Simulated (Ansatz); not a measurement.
TiAl:

```xyz
2
Lattice="2.8673 0.0000 0.0000 -1.4336 2.4831 0.0000 0.0000 0.0000 4.6781" Properties=species:S:1:pos:R:3 pbc="T T T"
Ti    0.0000    0.0000    0.0000
Al    0.0000    1.6554    2.3390
```

The cell comes from a database or a generator and needn't be the stable form of this composition.

* Program: Ansatz 0.2.0
* Task: relaxation of cell and atoms
* Functional: PBEsol
* Potentials or basis: Ansatz PAW
* Cutoff: 420 eV (not typed: the program's choice for these potentials)
* k mesh: 11 × 11 × 6
* Occupations: fermi-dirac, width 0.05 eV
* Spin: no spin polarisation

At the start: volume 16.65 Å³/atom.

Q: Where does the relaxation end?

A: It ends after 5 steps and the volume is 16.23 Å³/atom (-2.5 %); space group P-6m2 (No. 187, to 0.05 Å).

Step by step:
```
step  energy change (eV)  largest force (eV/Å)  volume (Å³)
   1              0.0000                0.0000        33.31
   2             -0.0036                0.0000        31.81
   3             -0.0088                0.0000        32.49
   4             -0.0088                0.0000        32.47
   5             -0.0087                0.0000        32.47
```

Final structure:
```
Ti Al
1.0
     2.85085    0.00000    0.00000
    -1.42542    2.46891    0.00000
     0.00000    0.00000    4.61253
Ti Al
1 1
Cartesian
  0.0000 0.0000 0.0000
  0.0000 1.6459 2.3063
```

Caveat: the plane-wave basis is chosen anew once the cell has moved, so the energies of steps on either side of that aren't comparable; the PAW data sets come from PBE, with cores solved anew for the run's functional, which leaves a small shift of forces and pressure.
